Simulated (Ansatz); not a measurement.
Wanted: the native input for an Ansatz 0.2.0 run.

```
Task                : band structure
Functional          : PBEsol
Potentials or basis : all-electron LAPW, scalar-relativistic
Cutoff              : 336 eV (chosen from the basis error)
Basis error allowed : 0.001 eV/atom
k mesh              : 8 × 8 × 8
Occupations         : fermi-dirac, width 0.05 eV
Spin                : no spin polarisation
```

WC:

```
W C
1.0
     0.00000    2.19268    2.19268
     2.19268    0.00000    2.19268
     2.19268    2.19268    0.00000
W C
1 1
Direct
  0.00000 0.00000 0.00000
  0.50000 0.50000 0.50000
```

Measurements of this composition are mostly on another form, of space group No. 187.

The input as run:

input.yaml

```yaml
crystal:
  lattice:
    - [0.0, 2.192684, 2.192684]
    - [2.192684, 0.0, 2.192684]
    - [2.192684, 2.192684, 0.0]
  atoms:
    - { symbol: W, position: [0.0, 0.0, 0.0] }
    - { symbol: C, position: [0.5, 0.5, 0.5] }
kpoints:
  mp_grid: { grid: [8, 8, 8] }
  band_path:
    path:
      - [0.0, 0.0, 0.0]
      - [0.5, 0.0, 0.5]
      - [0.5, 0.25, 0.75]
      - [0.375, 0.375, 0.75]
      - [0.0, 0.0, 0.0]
      - [0.5, 0.5, 0.5]
      - [0.625, 0.25, 0.625]
      - [0.5, 0.25, 0.75]
    npoints: 12
scf:
  occupations: { method: fermi_dirac, width: 0.05 }
hamiltonian:
  xc: pbesol
  pseudopotentials: { kind: all_electron, lapw: { basis_error: 0.001 } }
output:
  forces: true
  stress: true
  eigenvalues: true
```

Potentials or basis: all-electron LAPW, scalar-relativistic.

Command:

```bash
$ ansatz run input.yaml --threads 1 --pin off --max-ram 3072MiB --backend cpu --events-out ev --progress --plain --runs-dir out
```

Results of the run:

```yaml
Pressure: -9.7 GPa
Band_gap_along_the_path: none (metal or under the smearing width)
```

Caveat: the k mesh is thin for a metal, which can move the energy by tens of meV per atom; spin-orbit coupling is left out, which moves the levels of the heavy elements.

Wall time 15 s on 1 thread of AMD EPYC 7R43 64-Core Processor (Zen 3), on a shared host, peak memory 0.33 GiB.
